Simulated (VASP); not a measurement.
Set up this calculation in VASP 6.6.1, as the native input.

```yaml
Task: single point
Functional: PBE
Potentials_or_basis: VASP PAW PBE potentials, release 64 (Mg, Ge_d)
Cutoff: 520 eV
k_mesh: 6 × 6 × 6
Occupations: gaussian, width 0.1 eV
Spin: no spin polarisation
Dipole_correction: no
Further_INCAR_settings: ALGO = Normal; EDIFF = 1e-06; NBANDS = 16
```

The structure of Mg2Ge lies in POSCAR:

```
Mg2Ge
1.0
    0.0000000000      3.1890000000      3.1890000000
    3.1890000000      0.0000000000      3.1890000000
    3.1890000000      3.1890000000      0.0000000000
Mg Ge
2 1
Direct
    0.2500000000      0.2500000000      0.2500000000
    0.7500000000      0.7500000000      0.7500000000
    0.0000000000      0.0000000000      0.0000000000
```

These files were run (other wordings do the same):

INCAR

```
ALGO = Normal ; EDIFF = 1E-6
ENCUT = 520 ; GGA = PE
ISIF = 2 ; ISMEAR = 0
LASPH = T ; LCHARG = F
LREAL = F ; LWAVE = F
NBANDS = 16 ; NELM = 100
PREC = Accurate ; SIGMA = 0.1
```

KPOINTS

```
k-points
0
Gamma
  6 6 6
```

Potentials or basis: VASP PAW PBE potentials, release 64 (Mg, Ge_d).

Run with:

```sh
$ cat potpaw_PBE.64/Mg/POTCAR potpaw_PBE.64/Ge_d/POTCAR > POTCAR
$ mpirun -np 1 vasp_std > vasp.out
```

It gave:

```json
{
  "Pressure": "0.8 GPa",
  "Band gap on the k mesh": "0.14 eV, indirect (least direct gap 1.06 eV)"
}
```

It took 22 s on 1 thread of Intel(R) Xeon(R) Platinum 8488C (Sapphire Rapids), with other jobs on the host, peak memory 0.2 GiB.
